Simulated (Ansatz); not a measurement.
**Ga: properties at the relaxed cell**

The task here is to estimate one member of a computed series from the others.

Program: Ansatz 0.2.0. Level of theory: DFT PBEsol, scalar-relativistic, plane waves, PAW. These are calculated values, not measurements.

1 further run of the same task is left out (set aside as unsound or not needed).

### The starting structure

The structure is tetragonal, space group I4/mmm (No. 139). The conventional cell has a = 2.800 Å, b = 2.800 Å, c = 4.521 Å, α = 90.00°, β = 90.00°, γ = 90.00°. Around Ga (site symmetry 4/mmm) lie 12 Ga at 2.80 to 3.00 Å.

Coordinates:

```cif
data_structure
_symmetry_space_group_name_H-M 'I4/mmm'
_symmetry_Int_Tables_number 139
_cell_length_a 2.8003
_cell_length_b 2.8003
_cell_length_c 4.5207
_cell_angle_alpha 90.000
_cell_angle_beta 90.000
_cell_angle_gamma 90.000
_cell_volume 35.45
loop_
_atom_site_label
_atom_site_type_symbol
_atom_site_symmetry_multiplicity
_atom_site_Wyckoff_symbol
_atom_site_fract_x
_atom_site_fract_y
_atom_site_fract_z
_atom_site_occupancy
Ga1 Ga 2 a 0.00000 0.00000 0.00000 1
```

It is the result of an earlier relaxation at this level (volume 17.72 Å³/atom; gap on the mesh: none (metal)).

The first run:

Input file input.yaml:

```yaml
crystal:
  lattice:
    - [-1.4001506706, 1.4001506706, 2.2603409458]
    - [1.4001506706, -1.4001506706, 2.2603409458]
    - [1.4001506706, 1.4001506706, -2.2603409458]
  atoms:
    - { symbol: Ga, position: [0.0, 0.0, 0.0] }
basis:
  ecutwfc: 420
kpoints:
  mp_grid: { grid: [20, 20, 20] }
  band_path:
    path:
      - [[0.0, 0.0, 0.0], [0.0, 0.0, 0.5], [0.25, 0.25, 0.25], [0.0, 0.5, 0.0], [0.0, 0.0, 0.0], [0.5, 0.5, -0.5], [0.34592717, 0.65407283, -0.34592717]]
      - [[-0.34592717, 0.34592717, 0.34592717], [0.0, 0.0, 0.0]]
      - [[0.0, 0.0, 0.5], [-0.19185435, 0.19185435, 0.5]]
      - [[0.5, 0.5, -0.19185435], [0.5, 0.5, -0.5]]
    npoints: 14
hamiltonian:
  xc: pbesol
scf:
  occupations: { method: gaussian, width: 0.1 }
  n_extra_bands: 6
output:
  forces: true
  stress: true
  eigenvalues: true
  populations: true
  dos: { projected: true, de: 0.02, nscf_kmesh: { grid: [30, 30, 30] } }
  bader: true
```

Launch:

```sh
> ansatz run input.yaml --threads 1 --pin off --max-ram 2560MiB --backend cpu --events-out ev --progress --plain --runs-dir out
```

Steps of the session up to this table: Bands, states and charges; Volume × 0.97; The cell scaled to 1.03 of its volume; The cell scaled to 0.94 of its volume; Point at V/V0 = 1.06.

One of the session's tables, all rows but one given; the rest of the session is left out.

It belongs to the step «Energy against volume». 

```
volume (Å³/atom)  energy above the lowest point (meV/atom)  pressure (GPa)
          16.661                                      13.4            4.33
          17.193                                       3.1            1.97
          17.725                                       0.0           -0.01
          18.257                                         ?               ?
          18.788                                      10.7           -3.02
```

Estimate the missing values for volume (Å³/atom) = 18.257.

Worked estimate for «energy above the lowest point (meV/atom)». A straight line through the neighbours (17.725, 0.0) and (18.788, 10.7) gives 0.0 + (10.7 − 0.0) × (18.257 − 17.725) / (18.788 − 17.725) = 5.4; a parabola fitted to 3 rows on both sides gives 2.5.

**Answer.** energy above the lowest point (meV/atom): 2.9; pressure (GPa): -1.67. In «energy above the lowest point (meV/atom)» the line misses by +2.5 and the parabola by -0.4.
